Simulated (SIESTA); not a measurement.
The system is Sn.

```
CELL_PARAMETERS angstrom
-2.94014 2.94014 1.59930
2.94014 -2.94014 1.59930
2.94014 2.94014 -1.59930
ATOMIC_POSITIONS crystal
Sn 0.00000 0.00000 0.00000
Sn 0.75000 0.25000 0.50000
```

- Program: SIESTA 5.4.2
- Task: single point
- Functional: PBE
- Potentials or basis: PseudoDojo 0.4 standard (PBE files)
- Basis: DZP (energy shift 0.003 Ry; two zetas on semicore shells)
- Grid cutoff: 500 Ry
- Energy shift: 0.003 Ry
- k mesh: 9 × 9 × 9
- Occupations: fermi-dirac, width 0.05 eV
- Spin: no spin polarisation

On this cell: pressure 2.2 GPa; largest force under 0.003 eV/Å; band gap on the k mesh none (metal or under the smearing width).

The same run follows on a disturbed copy (atoms moved at random, drawn with an rms of 0.05 Å):

```
Sn
1.0
    -2.94014    2.94014    1.59930
     2.94014   -2.94014    1.59930
     2.94014    2.94014   -1.59930
Sn
2
Direct
  0.00707 0.99527 0.98770
  0.74919 0.24451 0.49911
```

Problem. What changes?

Solution. The energy (extrapolated to zero smearing) moves by +3.0 meV/atom; pressure 2.3 GPa; largest force 0.207 eV/Å; band gap on the k mesh none (metal or under the smearing width).

Forces on the atoms (eV/Å):
```
Sn   0.199  0.055 -0.007
Sn  -0.199 -0.055  0.007
```

Stress tensor (GPa, compression positive):
```
 2.27 -0.04  0.32
-0.04  2.60 -0.09
 0.32 -0.09  2.14
```

Caveats: the basis of atomic orbitals isn't converged, which shifts pressures, moduli and gaps.
